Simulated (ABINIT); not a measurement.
Set up this calculation in ABINIT 10.8.3 (patched build), as the native input.

```yaml
Task: single point
Functional: PBEsol
Potentials_or_basis: PseudoDojo NC SR PBEsol v0.4 stringent
Cutoff: 1415 eV
k_mesh: 8 × 8 × 8
Occupations: fermi-dirac, width 0.05 eV
Spin: collinear spin, ferromagnetic start
Starting_moments: "[2.0, 0.0] μB"
```

CoO:

```xyz
2
Lattice="1.6022 0.9250 2.5665 -1.6022 0.9250 2.5665 0.0000 -1.8501 2.5665" Properties=species:S:1:pos:R:3 pbc="T T T"
Co    0.0000    0.0000    7.6915
O     0.0000    0.0000    5.7824
```

Measurements of this composition are mostly on another form, of space group No. 225.

The input as run:

run.abi

```
pp_dirpath "./"
pseudos "Co.upf, O.upf"

acell 3.16379267 3.16379267 3.16379267 Angstrom
rprim
     0.5064237796     0.2923839055     0.8112007195
    -0.5064237796     0.2923839055     0.8112007195
     0.0000000000    -0.5847678109     0.8112007195
ntypat 2
znucl 27 8
natom 2
typat 1 2
xred
     0.9989783200     0.9989783200     0.9989783200
     0.7510210300     0.7510210300     0.7510210300

ecut 52.0

kptopt 1
ngkpt 8 8 8
nshiftk 1
shiftk 0.0 0.0 0.0

ixc -116133

nband 16
occopt 3
tsmear 0.05 eV

nsppol 2
spinat
     0.0000000000     0.0000000000     2.0000000000
     0.0000000000     0.0000000000     0.0000000000

nstep 100
tolvrs 1.0e-10

iomode 3
prtwf 0
prteig 0
prtebands 0
enunit 2
prtden 1
prtvha 1
prtvclmb 1
prtpot 1
```

Potentials or basis: PseudoDojo NC SR PBEsol v0.4 stringent.

Command:

```sh
$ abinit run.abi > log 2>&1
```

Results of the run:

The pressure is -8.0 GPa. The largest force is 0.212 eV/Å, the band gap on the k mesh is none (metal or under the smearing width) and the net moment is 2.82 μB per cell. The site moments are Co +2.39; O +0.36 μB and the valence electrons inside the program's atomic spheres are Co 15.11; O 6.24.

Caveat: a cell with one magnetic atom can't hold antiferromagnetic order, which such compounds often take; semilocal functionals often make such compounds metallic where correlation or magnetic order opens a gap, which also shifts bond lengths.

It took 7.3 min on 1 thread of Intel(R) Xeon(R) Platinum 8488C (Sapphire Rapids), with other jobs on the host, peak memory 0.17 GiB.
